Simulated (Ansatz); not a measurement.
# Phosphorus, beta-Sn type under PBE: structure, energy and stiffness

Aim: take phosphorus in the beta-Sn type structure, relax it, solve it on a dense k-mesh, switch on spin-orbit coupling, then scale the cell to 7 volumes from 88 to 112 % of the relaxed one and try a fit of the equation of state. The k-meshes are 13×13×9 for the relaxation; 21×21×15 for the dense run; 13×13×9 for spin-orbit coupling; 14×14×11 for the volumes.

Program: Ansatz 0.2.0. Level of theory: DFT PBE, plane waves (420 eV) with PAW, scalar-relativistic. These are calculated values, not measurements.

**1. The starting structure**

It takes space group I4_1/amd (No. 141, tetragonal). The conventional cell has a = 4.892 Å, b = 4.892 Å, c = 2.671 Å, α = 90.00°, β = 90.00°, γ = 90.00°. P (site symmetry -4m2) is surrounded by 6 P at 2.54 to 2.67 Å.

Structure file:

```xyz
2
Lattice="-2.4462 2.4462 1.3356 2.4462 -2.4462 1.3356 2.4462 2.4462 -1.3356" Properties=species:S:1:pos:R:3 pbc="T T T"
P     0.0000    0.0000    0.0000
P     0.0000    2.4462    0.6678
```

**2. Relaxing cell and atoms**

Contents of input.yaml:

```yaml
crystal:
  lattice:
    - [-2.4461665399, 2.4461665399, 1.3356069308]
    - [2.4461665399, -2.4461665399, 1.3356069308]
    - [2.4461665399, 2.4461665399, -1.3356069308]
  atoms:
    - { symbol: P, position: [0.0, 0.0, 0.0] }
    - { symbol: P, position: [0.75, 0.25, 0.5] }
hamiltonian:
  xc: pbe
  pseudopotentials:
    kind: paw
    azcp:
      P: "pseudopotentials/P.paw.azcp"
basis:
  ecutwfc: 420
  fft_grid_basis: typed
kpoints:
  mp_grid: { grid: [13, 13, 9], shift: [0, 0, 0] }
magnetization:
  spin_polarized: false
scf:
  occupations: { method: fermi_dirac, width: 0.1 }
relax:
  max_steps: 60
  f_tol: 0.01
  cell: {}
```

On the command line:

```bash
> ansatz run input.yaml --threads 1 --pin off --max-ram 3584MiB --backend cpu --events-out ev --progress --plain --runs-dir out
```

Further steps of the session: Single point on a dense mesh; A two-component run at the same geometry; Volume × 0.88; Volume × 0.92; Volume × 0.96; Volume × 1.0; Volume × 1.04; Volume × 1.08; Volume × 1.12.

What does the calculation give? Wanted: space group; conventional cell; volume; shortest distance; gap on the mesh; relative to black phosphorus; highest ELF outside the cores; V₀, B₀, B₀′.

**Answer**, as computed:

| quantity | value |
| --- | --- |
| space group (spins left aside) | Cmcm (No. 63) |
| conventional cell | a = 2.613 Å, b = 8.098 Å, c = 3.354 Å |
| volume | 17.745 Å³/atom |
| shortest distance | 2.242 Å |
| gap on the mesh | none (levels filled in part) |
| relative to black phosphorus | +183 meV/atom |
| highest ELF outside the cores | 0.94, 0.85 Å from the nearest atom |
| V₀, B₀, B₀′ | 17.761 Å³/atom, 82 GPa, 4.0 |

The relaxation enlarged the cell by 11.0 % in volume. What began as beta-Sn type has relaxed into Cmcm. What follows belongs to that structure, not to the type named at the start. The mesh has less symmetry than the lattice, which may have let the distortion in. It lies 183 meV/atom above the element's reference form at the same level (black phosphorus, from a run of its own), so it is far from stable. Levels at the Fermi energy are filled in part, as in a metal. The total energy of the spin-orbit run (on a coarser mesh) lies -2 meV/atom from the scalar one; mesh and treatment of the core enter this figure, so it is no spin-orbit energy. The fitted modulus is 82 GPa; letting shape and positions relax at each volume could only lower it.
